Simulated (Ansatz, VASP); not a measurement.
Two plane-wave programs on Ta

```
Ta
1.0
     2.87431    0.00000    0.00000
    -0.95810    2.70993    0.00000
     0.00000    0.00000   18.69373
Ta
3
Direct
  0.50000 0.50000 0.37446
  0.00000 0.00000 0.49555
  0.50000 0.50000 0.61661
```

Alike in both runs: functional PBE; k mesh 11 × 11 × 1; occupations gaussian, width 0.1 eV; no spin polarisation.

Ansatz relaxed the structure, and its values are those at the end. VASP's run is a single point on that final structure, the one shown.

|  | VASP | Ansatz |
| --- | --- | --- |
| version | VASP 6.6.1 | Ansatz 0.2.0 |
| potentials or method | VASP PAW PBE potentials, release 64 (Ta_pv) | scalar-relativistic, plane waves, PAW |
| plane-wave cutoff (eV) | 520 | 420 |
| valence electrons in the cell | 33 | 39 |

```csv
,VASP,Ansatz,Ansatz less VASP
gap on the k mesh at the Fermi level (eV),none,none,-
"work function, face that differs most (eV)",4.77,4.77,0.000
```

A gap of «none» marks a metal or a gap that the smearing closes. The two sets of potentials don't hold the same shells in valence. Ansatz warned: «xc_potential_rough_in_thin_density».

Spin-orbit coupling is left out, which matters for the levels of Ta.
